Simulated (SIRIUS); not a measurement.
# Zr (P6_3/mmc) in SIRIUS: a series of runs, part 2 of 2

SIRIUS 7.12.0. The steps go on from the part before.

### 4 Equation of state, AM05, 22.82 Å³/atom (volume scaled by 0.98)

File sirius.json:

```json
{
  "control": {
    "processing_unit": "cpu",
    "std_evp_solver_name": "lapack",
    "gen_evp_solver_name": "lapack",
    "verbosity": 2,
    "print_forces": false,
    "ortho_rf": true,
    "use_second_variation": true,
    "rmt_max": 3.0,
    "num_bands_to_print": 23,
    "save_wf": true
  },
  "parameters": {
    "electronic_structure_method": "full_potential_lapwlo",
    "xc_functionals": ["XC_GGA_X_AM05", "XC_GGA_C_AM05"],
    "core_relativity": "dirac",
    "valence_relativity": "iora",
    "num_fv_states": 23,
    "smearing": "fermi_dirac",
    "smearing_width": 0.0018374661,
    "pw_cutoff": 20,
    "gk_cutoff": 3.46,
    "lmax_apw": 10,
    "lmax_rho": 8,
    "lmax_pot": 8,
    "num_mag_dims": 0,
    "auto_rmt": 0,
    "ngridk": [9, 9, 5],
    "shiftk": [0, 0, 0],
    "num_dft_iter": 80,
    "energy_tol": 1e-07,
    "density_tol": 1e-05,
    "use_symmetry": true
  },
  "settings": {"tol_ne": 1e-10},
  "iterative_solver": {"type": "exact"},
  "mixer": {"type": "anderson", "beta": 0.5, "max_history": 8},
  "unit_cell": {
    "lattice_vectors": [[6.0666030302, 0.0, 0.0], [-3.0333015151, 5.2538323388, 0.0], [0.0, 0.0, 9.6611404075]],
    "atom_types": ["Zr"],
    "atom_files": {"Zr": "Zr.json"},
    "atoms": {"Zr": [[0.6666666667, 0.3333333333, 0.75], [0.3333333333, 0.6666666667, 0.25]]}
  }
}
```

File Zr.json:

```json
{
  "name": "zirconium",
  "symbol": "Zr",
  "number": 40,
  "mass": 91.224,
  "rmin": 1e-06,
  "rmt": 2.54,
  "nrmt": 800,
  "rinf": 17.42,
  "core": "1s2s2p3s3p3d",
  "valence": [
    {"basis": [{"enu": 0.13, "dme": 0, "n": 0, "auto": 0}, {"enu": 0.13, "dme": 1, "n": 0, "auto": 0}]},
    {"l": 0, "n": 1, "basis": [{"enu": 0.23, "dme": 0, "n": 0, "auto": 0}]},
    {"l": 1, "n": 2, "basis": [{"enu": 0.23, "dme": 0, "n": 0, "auto": 0}]},
    {"l": 2, "n": 3, "basis": [{"enu": 0.23, "dme": 0, "n": 0, "auto": 0}]},
    {"l": 3, "n": 4, "basis": [{"enu": 0.23, "dme": 0, "n": 0, "auto": 0}]}
  ],
  "lo": [
    {"l": 0, "basis": [{"enu": 0.23, "dme": 0, "n": 0, "auto": 0}, {"enu": 0.23, "dme": 1, "n": 0, "auto": 0}]},
    {
      "l": 0,
      "basis": [{"enu": -1.6312, "dme": 0, "n": 4, "auto": 1}, {"enu": -1.6312, "dme": 1, "n": 4, "auto": 1}]
    },
    {
      "l": 0,
      "basis": [{"enu": -1.6312, "dme": 1, "n": 4, "auto": 1}, {"enu": 0.23, "dme": 0, "n": 0, "auto": 0}]
    },
    {"l": 0, "basis": [{"enu": 0.23, "dme": 0, "n": 0, "auto": 0}, {"enu": 2.71, "dme": 0, "n": 0, "auto": 0}]},
    {"l": 1, "basis": [{"enu": 0.23, "dme": 0, "n": 0, "auto": 0}, {"enu": 0.23, "dme": 1, "n": 0, "auto": 0}]},
    {
      "l": 1,
      "basis": [{"enu": -0.8259, "dme": 0, "n": 4, "auto": 1}, {"enu": -0.8259, "dme": 1, "n": 4, "auto": 1}]
    },
    {
      "l": 1,
      "basis": [{"enu": -0.8259, "dme": 1, "n": 4, "auto": 1}, {"enu": 0.23, "dme": 0, "n": 0, "auto": 0}]
    },
    {"l": 1, "basis": [{"enu": 0.23, "dme": 0, "n": 0, "auto": 0}, {"enu": 3.082, "dme": 0, "n": 0, "auto": 0}]},
    {"l": 2, "basis": [{"enu": 0.23, "dme": 0, "n": 0, "auto": 0}, {"enu": 0.23, "dme": 1, "n": 0, "auto": 0}]},
    {"l": 2, "basis": [{"enu": 0.23, "dme": 1, "n": 0, "auto": 0}, {"enu": 0.23, "dme": 2, "n": 0, "auto": 0}]},
    {"l": 2, "basis": [{"enu": 0.23, "dme": 0, "n": 0, "auto": 0}, {"enu": 2.648, "dme": 0, "n": 0, "auto": 0}]},
    {"l": 3, "basis": [{"enu": 0.23, "dme": 0, "n": 0, "auto": 0}, {"enu": 0.23, "dme": 1, "n": 0, "auto": 0}]},
    {"l": 3, "basis": [{"enu": 0.23, "dme": 0, "n": 0, "auto": 0}, {"enu": 2.927, "dme": 0, "n": 0, "auto": 0}]}
  ],
  "free_atom": [... radial grid and density of the free atom, the start of the SCF ...]
}
```

File sirius_start.json:

```json
{
  "control": {
    "processing_unit": "cpu",
    "std_evp_solver_name": "lapack",
    "gen_evp_solver_name": "lapack",
    "verbosity": 1,
    "print_forces": false,
    "ortho_rf": true,
    "use_second_variation": true,
    "rmt_max": 3.0,
    "num_bands_to_print": 23,
    "save_wf": false
  },
  "parameters": {
    "electronic_structure_method": "full_potential_lapwlo",
    "xc_functionals": ["XC_LDA_X", "XC_LDA_C_PW"],
    "core_relativity": "dirac",
    "valence_relativity": "iora",
    "num_fv_states": 23,
    "smearing": "fermi_dirac",
    "smearing_width": 0.0055123983,
    "pw_cutoff": 20,
    "gk_cutoff": 2.77,
    "lmax_apw": 10,
    "lmax_rho": 8,
    "lmax_pot": 8,
    "num_mag_dims": 0,
    "auto_rmt": 0,
    "ngridk": [4, 4, 2],
    "shiftk": [0, 0, 0],
    "num_dft_iter": 30,
    "energy_tol": 0.01,
    "density_tol": 0.05,
    "use_symmetry": true
  },
  "settings": {"tol_ne": 1e-10},
  "iterative_solver": {"type": "exact"},
  "mixer": {"type": "anderson", "beta": 0.5, "max_history": 8},
  "unit_cell": {
    "lattice_vectors": [[6.0666030302, 0.0, 0.0], [-3.0333015151, 5.2538323388, 0.0], [0.0, 0.0, 9.6611404075]],
    "atom_types": ["Zr"],
    "atom_files": {"Zr": "Zr.json"},
    "atoms": {"Zr": [[0.6666666667, 0.3333333333, 0.75], [0.3333333333, 0.6666666667, 0.25]]}
  }
}
```

On the command line:

```sh
OMP_NUM_THREADS=1 sirius.scf --input=sirius_start.json --output=start.json
OMP_NUM_THREADS=1 sirius.scf --input=sirius.json --output=output.json --task=1
```

Run time: 37 s. Hardware: 1 thread of Arm Neoverse V1, shared host; peak memory 0.42 GiB.

The run converged. Its results:

| Property | Result |
| --- | --- |
| Free energy | -195675.8783 eV |
| Band gap on the k mesh | none (metal or under the smearing width) |
| All electrons inside the program's atomic spheres | Zr 37.83 (radii Zr 2.54 bohr) |

### 5 Equation of state, AM05, 23.28 Å³/atom

sirius.json: that of step 4 with these lines changed.

```diff
@@ -39,3 +39,3 @@
   "unit_cell": {
-    "lattice_vectors": [[6.0666030302, 0.0, 0.0], [-3.0333015151, 5.2538323388, 0.0], [0.0, 0.0, 9.6611404075]],
+    "lattice_vectors": [[6.1075948348, 0.0, 0.0], [-3.0537974174, 5.2893322829, 0.0], [0.0, 0.0, 9.7264203634]],
     "atom_types": ["Zr"],
```

File Zr.json:

```json
{
  "name": "zirconium",
  "symbol": "Zr",
  "number": 40,
  "mass": 91.224,
  "rmin": 1e-06,
  "rmt": 2.54,
  "nrmt": 800,
  "rinf": 17.42,
  "core": "1s2s2p3s3p3d",
  "valence": [
    {"basis": [{"enu": 0.12, "dme": 0, "n": 0, "auto": 0}, {"enu": 0.12, "dme": 1, "n": 0, "auto": 0}]},
    {"l": 0, "n": 1, "basis": [{"enu": 0.22, "dme": 0, "n": 0, "auto": 0}]},
    {"l": 1, "n": 2, "basis": [{"enu": 0.22, "dme": 0, "n": 0, "auto": 0}]},
    {"l": 2, "n": 3, "basis": [{"enu": 0.22, "dme": 0, "n": 0, "auto": 0}]},
    {"l": 3, "n": 4, "basis": [{"enu": 0.22, "dme": 0, "n": 0, "auto": 0}]}
  ],
  "lo": [
    {"l": 0, "basis": [{"enu": 0.22, "dme": 0, "n": 0, "auto": 0}, {"enu": 0.22, "dme": 1, "n": 0, "auto": 0}]},
    {
      "l": 0,
      "basis": [{"enu": -1.6412, "dme": 0, "n": 4, "auto": 1}, {"enu": -1.6412, "dme": 1, "n": 4, "auto": 1}]
    },
    {
      "l": 0,
      "basis": [{"enu": -1.6412, "dme": 1, "n": 4, "auto": 1}, {"enu": 0.22, "dme": 0, "n": 0, "auto": 0}]
    },
    {"l": 0, "basis": [{"enu": 0.22, "dme": 0, "n": 0, "auto": 0}, {"enu": 2.7, "dme": 0, "n": 0, "auto": 0}]},
    {"l": 1, "basis": [{"enu": 0.22, "dme": 0, "n": 0, "auto": 0}, {"enu": 0.22, "dme": 1, "n": 0, "auto": 0}]},
    {
      "l": 1,
      "basis": [{"enu": -0.8359, "dme": 0, "n": 4, "auto": 1}, {"enu": -0.8359, "dme": 1, "n": 4, "auto": 1}]
    },
    {
      "l": 1,
      "basis": [{"enu": -0.8359, "dme": 1, "n": 4, "auto": 1}, {"enu": 0.22, "dme": 0, "n": 0, "auto": 0}]
    },
    {"l": 1, "basis": [{"enu": 0.22, "dme": 0, "n": 0, "auto": 0}, {"enu": 3.072, "dme": 0, "n": 0, "auto": 0}]},
    {"l": 2, "basis": [{"enu": 0.22, "dme": 0, "n": 0, "auto": 0}, {"enu": 0.22, "dme": 1, "n": 0, "auto": 0}]},
    {"l": 2, "basis": [{"enu": 0.22, "dme": 1, "n": 0, "auto": 0}, {"enu": 0.22, "dme": 2, "n": 0, "auto": 0}]},
    {"l": 2, "basis": [{"enu": 0.22, "dme": 0, "n": 0, "auto": 0}, {"enu": 2.638, "dme": 0, "n": 0, "auto": 0}]},
    {"l": 3, "basis": [{"enu": 0.22, "dme": 0, "n": 0, "auto": 0}, {"enu": 0.22, "dme": 1, "n": 0, "auto": 0}]},
    {"l": 3, "basis": [{"enu": 0.22, "dme": 0, "n": 0, "auto": 0}, {"enu": 2.917, "dme": 0, "n": 0, "auto": 0}]}
  ],
  "free_atom": [... radial grid and density of the free atom, the start of the SCF ...]
}
```

sirius_start.json: that of step 4 with these lines changed.

```diff
@@ -39,3 +39,3 @@
   "unit_cell": {
-    "lattice_vectors": [[6.0666030302, 0.0, 0.0], [-3.0333015151, 5.2538323388, 0.0], [0.0, 0.0, 9.6611404075]],
+    "lattice_vectors": [[6.1075948348, 0.0, 0.0], [-3.0537974174, 5.2893322829, 0.0], [0.0, 0.0, 9.7264203634]],
     "atom_types": ["Zr"],
```

On the command line:

```sh
OMP_NUM_THREADS=1 sirius.scf --input=sirius_start.json --output=start.json
OMP_NUM_THREADS=1 sirius.scf --input=sirius.json --output=output.json --task=1
```

Run time: 40 s. Hardware: 1 thread of Arm Neoverse V1, shared host; peak memory 0.43 GiB.

It converged, with:

```yaml
Free_energy: -195675.8658 eV
Band_gap_on_the_k_mesh: none (metal or under the smearing width)
All_electrons_inside_the_program's_atomic_spheres: Zr 37.80 (radii Zr 2.54 bohr)
```

### 6 Equation of state, AM05, 23.75 Å³/atom (volume scaled by 1.02)

sirius.json: that of step 5 with these lines changed.

```diff
@@ -39,3 +39,3 @@
   "unit_cell": {
-    "lattice_vectors": [[6.1075948348, 0.0, 0.0], [-3.0537974174, 5.2893322829, 0.0], [0.0, 0.0, 9.7264203634]],
+    "lattice_vectors": [[6.1480436615, 0.0, 0.0], [-3.0740218307, 5.3243619943, 0.0], [0.0, 0.0, 9.7908356206]],
     "atom_types": ["Zr"],
```

File Zr.json:

```json
{
  "name": "zirconium",
  "symbol": "Zr",
  "number": 40,
  "mass": 91.224,
  "rmin": 1e-06,
  "rmt": 2.54,
  "nrmt": 800,
  "rinf": 17.42,
  "core": "1s2s2p3s3p3d",
  "valence": [
    {"basis": [{"enu": 0.11, "dme": 0, "n": 0, "auto": 0}, {"enu": 0.11, "dme": 1, "n": 0, "auto": 0}]},
    {"l": 0, "n": 1, "basis": [{"enu": 0.21, "dme": 0, "n": 0, "auto": 0}]},
    {"l": 1, "n": 2, "basis": [{"enu": 0.21, "dme": 0, "n": 0, "auto": 0}]},
    {"l": 2, "n": 3, "basis": [{"enu": 0.21, "dme": 0, "n": 0, "auto": 0}]},
    {"l": 3, "n": 4, "basis": [{"enu": 0.21, "dme": 0, "n": 0, "auto": 0}]}
  ],
  "lo": [
    {"l": 0, "basis": [{"enu": 0.21, "dme": 0, "n": 0, "auto": 0}, {"enu": 0.21, "dme": 1, "n": 0, "auto": 0}]},
    {
      "l": 0,
      "basis": [{"enu": -1.6512, "dme": 0, "n": 4, "auto": 1}, {"enu": -1.6512, "dme": 1, "n": 4, "auto": 1}]
    },
    {
      "l": 0,
      "basis": [{"enu": -1.6512, "dme": 1, "n": 4, "auto": 1}, {"enu": 0.21, "dme": 0, "n": 0, "auto": 0}]
    },
    {"l": 0, "basis": [{"enu": 0.21, "dme": 0, "n": 0, "auto": 0}, {"enu": 2.69, "dme": 0, "n": 0, "auto": 0}]},
    {"l": 1, "basis": [{"enu": 0.21, "dme": 0, "n": 0, "auto": 0}, {"enu": 0.21, "dme": 1, "n": 0, "auto": 0}]},
    {
      "l": 1,
      "basis": [{"enu": -0.8459, "dme": 0, "n": 4, "auto": 1}, {"enu": -0.8459, "dme": 1, "n": 4, "auto": 1}]
    },
    {
      "l": 1,
      "basis": [{"enu": -0.8459, "dme": 1, "n": 4, "auto": 1}, {"enu": 0.21, "dme": 0, "n": 0, "auto": 0}]
    },
    {"l": 1, "basis": [{"enu": 0.21, "dme": 0, "n": 0, "auto": 0}, {"enu": 3.062, "dme": 0, "n": 0, "auto": 0}]},
    {"l": 2, "basis": [{"enu": 0.21, "dme": 0, "n": 0, "auto": 0}, {"enu": 0.21, "dme": 1, "n": 0, "auto": 0}]},
    {"l": 2, "basis": [{"enu": 0.21, "dme": 1, "n": 0, "auto": 0}, {"enu": 0.21, "dme": 2, "n": 0, "auto": 0}]},
    {"l": 2, "basis": [{"enu": 0.21, "dme": 0, "n": 0, "auto": 0}, {"enu": 2.628, "dme": 0, "n": 0, "auto": 0}]},
    {"l": 3, "basis": [{"enu": 0.21, "dme": 0, "n": 0, "auto": 0}, {"enu": 0.21, "dme": 1, "n": 0, "auto": 0}]},
    {"l": 3, "basis": [{"enu": 0.21, "dme": 0, "n": 0, "auto": 0}, {"enu": 2.907, "dme": 0, "n": 0, "auto": 0}]}
  ],
  "free_atom": [... radial grid and density of the free atom, the start of the SCF ...]
}
```

sirius_start.json: that of step 5 with these lines changed.

```diff
@@ -39,3 +39,3 @@
   "unit_cell": {
-    "lattice_vectors": [[6.1075948348, 0.0, 0.0], [-3.0537974174, 5.2893322829, 0.0], [0.0, 0.0, 9.7264203634]],
+    "lattice_vectors": [[6.1480436615, 0.0, 0.0], [-3.0740218307, 5.3243619943, 0.0], [0.0, 0.0, 9.7908356206]],
     "atom_types": ["Zr"],
```

Potentials or basis: all-electron FP-LAPW, apw+lo standard.

On the command line:

```sh
OMP_NUM_THREADS=1 sirius.scf --input=sirius_start.json --output=start.json
OMP_NUM_THREADS=1 sirius.scf --input=sirius.json --output=output.json --task=1
```

It took 40 s on 1 thread of Arm Neoverse V1, shared host; peak memory 0.43 GiB.

The run converged. Its results:

```
Free energy                                       : -195675.8426 eV
Band gap on the k mesh                            : none (metal or under the smearing width)
All electrons inside the program's atomic spheres : Zr 37.77 (radii Zr 2.54 bohr)
```

### 7 Equation of state, AM05, 24.21 Å³/atom (volume scaled by 1.04)

sirius.json: that of step 6 with these lines changed.

```diff
@@ -39,3 +39,3 @@
   "unit_cell": {
-    "lattice_vectors": [[6.1480436615, 0.0, 0.0], [-3.0740218307, 5.3243619943, 0.0], [0.0, 0.0, 9.7908356206]],
+    "lattice_vectors": [[6.1879671415, 0.0, 0.0], [-3.0939835708, 5.3589367423, 0.0], [0.0, 0.0, 9.8544142568]],
     "atom_types": ["Zr"],
```

Zr.json is that of step 6.

sirius_start.json: that of step 6 with these lines changed.

```diff
@@ -39,3 +39,3 @@
   "unit_cell": {
-    "lattice_vectors": [[6.1480436615, 0.0, 0.0], [-3.0740218307, 5.3243619943, 0.0], [0.0, 0.0, 9.7908356206]],
+    "lattice_vectors": [[6.1879671415, 0.0, 0.0], [-3.0939835708, 5.3589367423, 0.0], [0.0, 0.0, 9.8544142568]],
     "atom_types": ["Zr"],
```

On the command line:

```sh
OMP_NUM_THREADS=1 sirius.scf --input=sirius_start.json --output=start.json
OMP_NUM_THREADS=1 sirius.scf --input=sirius.json --output=output.json --task=1
```

Run time: 40 s. Hardware: 1 thread of Arm Neoverse V1, shared host; peak memory 0.44 GiB.

Results (log left out):

```
Free energy                                       : -195675.8102 eV
Band gap on the k mesh                            : none (metal or under the smearing width)
All electrons inside the program's atomic spheres : Zr 37.75 (radii Zr 2.54 bohr)
```

### 8 Equation of state, AM05, 24.68 Å³/atom (volume scaled by 1.06)

sirius.json: that of step 7 with these lines changed.

```diff
@@ -39,3 +39,3 @@
   "unit_cell": {
-    "lattice_vectors": [[6.1879671415, 0.0, 0.0], [-3.0939835708, 5.3589367423, 0.0], [0.0, 0.0, 9.8544142568]],
+    "lattice_vectors": [[6.2273820078, 0.0, 0.0], [-3.1136910038, 5.3930710176, 0.0], [0.0, 0.0, 9.9171829188]],
     "atom_types": ["Zr"],
```

File Zr.json:

```json
{
  "name": "zirconium",
  "symbol": "Zr",
  "number": 40,
  "mass": 91.224,
  "rmin": 1e-06,
  "rmt": 2.54,
  "nrmt": 800,
  "rinf": 17.42,
  "core": "1s2s2p3s3p3d",
  "valence": [
    {"basis": [{"enu": 0.1, "dme": 0, "n": 0, "auto": 0}, {"enu": 0.1, "dme": 1, "n": 0, "auto": 0}]},
    {"l": 0, "n": 1, "basis": [{"enu": 0.2, "dme": 0, "n": 0, "auto": 0}]},
    {"l": 1, "n": 2, "basis": [{"enu": 0.2, "dme": 0, "n": 0, "auto": 0}]},
    {"l": 2, "n": 3, "basis": [{"enu": 0.2, "dme": 0, "n": 0, "auto": 0}]},
    {"l": 3, "n": 4, "basis": [{"enu": 0.2, "dme": 0, "n": 0, "auto": 0}]}
  ],
  "lo": [
    {"l": 0, "basis": [{"enu": 0.2, "dme": 0, "n": 0, "auto": 0}, {"enu": 0.2, "dme": 1, "n": 0, "auto": 0}]},
    {
      "l": 0,
      "basis": [{"enu": -1.6612, "dme": 0, "n": 4, "auto": 1}, {"enu": -1.6612, "dme": 1, "n": 4, "auto": 1}]
    },
    {"l": 0, "basis": [{"enu": -1.6612, "dme": 1, "n": 4, "auto": 1}, {"enu": 0.2, "dme": 0, "n": 0, "auto": 0}]},
    {"l": 0, "basis": [{"enu": 0.2, "dme": 0, "n": 0, "auto": 0}, {"enu": 2.68, "dme": 0, "n": 0, "auto": 0}]},
    {"l": 1, "basis": [{"enu": 0.2, "dme": 0, "n": 0, "auto": 0}, {"enu": 0.2, "dme": 1, "n": 0, "auto": 0}]},
    {
      "l": 1,
      "basis": [{"enu": -0.8559, "dme": 0, "n": 4, "auto": 1}, {"enu": -0.8559, "dme": 1, "n": 4, "auto": 1}]
    },
    {"l": 1, "basis": [{"enu": -0.8559, "dme": 1, "n": 4, "auto": 1}, {"enu": 0.2, "dme": 0, "n": 0, "auto": 0}]},
    {"l": 1, "basis": [{"enu": 0.2, "dme": 0, "n": 0, "auto": 0}, {"enu": 3.052, "dme": 0, "n": 0, "auto": 0}]},
    {"l": 2, "basis": [{"enu": 0.2, "dme": 0, "n": 0, "auto": 0}, {"enu": 0.2, "dme": 1, "n": 0, "auto": 0}]},
    {"l": 2, "basis": [{"enu": 0.2, "dme": 1, "n": 0, "auto": 0}, {"enu": 0.2, "dme": 2, "n": 0, "auto": 0}]},
    {"l": 2, "basis": [{"enu": 0.2, "dme": 0, "n": 0, "auto": 0}, {"enu": 2.618, "dme": 0, "n": 0, "auto": 0}]},
    {"l": 3, "basis": [{"enu": 0.2, "dme": 0, "n": 0, "auto": 0}, {"enu": 0.2, "dme": 1, "n": 0, "auto": 0}]},
    {"l": 3, "basis": [{"enu": 0.2, "dme": 0, "n": 0, "auto": 0}, {"enu": 2.897, "dme": 0, "n": 0, "auto": 0}]}
  ],
  "free_atom": [... radial grid and density of the free atom, the start of the SCF ...]
}
```

sirius_start.json: that of step 7 with these lines changed.

```diff
@@ -39,3 +39,3 @@
   "unit_cell": {
-    "lattice_vectors": [[6.1879671415, 0.0, 0.0], [-3.0939835708, 5.3589367423, 0.0], [0.0, 0.0, 9.8544142568]],
+    "lattice_vectors": [[6.2273820078, 0.0, 0.0], [-3.1136910038, 5.3930710176, 0.0], [0.0, 0.0, 9.9171829188]],
     "atom_types": ["Zr"],
```

On the command line:

```sh
OMP_NUM_THREADS=1 sirius.scf --input=sirius_start.json --output=start.json
OMP_NUM_THREADS=1 sirius.scf --input=sirius.json --output=output.json --task=1
```

Wall time 41 s (1 thread of Arm Neoverse V1, shared host); peak memory 0.44 GiB.

The run converged. Its results:

| Quantity | Value |
| --- | --- |
| Free energy | -195675.7692 eV |
| Band gap on the k mesh | none (metal or under the smearing width) |
| All electrons inside the program's atomic spheres | Zr 37.73 (radii Zr 2.54 bohr) |

### 9 Equation of state, AM05

Potentials or basis: all-electron FP-LAPW, apw+lo standard.

No new run: the results of the series are fitted here.

Results:

- Equilibrium volume: 22.53 Å³/atom
- Bulk modulus at fixed shape and positions: 98 GPa
- Pressure derivative of the bulk modulus: 3.0 (rough: it moves with the points fitted)

Energy against volume, from the lowest point:
```
volume (Å³/atom)  energy (meV/atom)
          21.884               5.29
          22.350               0.00
          22.815               0.59
          23.281               6.84
          23.746              18.43
          24.212              34.64
          24.678              55.16
```

Caveat: the cell was scaled at fixed shape and fractional positions, which overstates the stiffness of a crystal with free parameters, most of all of layers and chains.
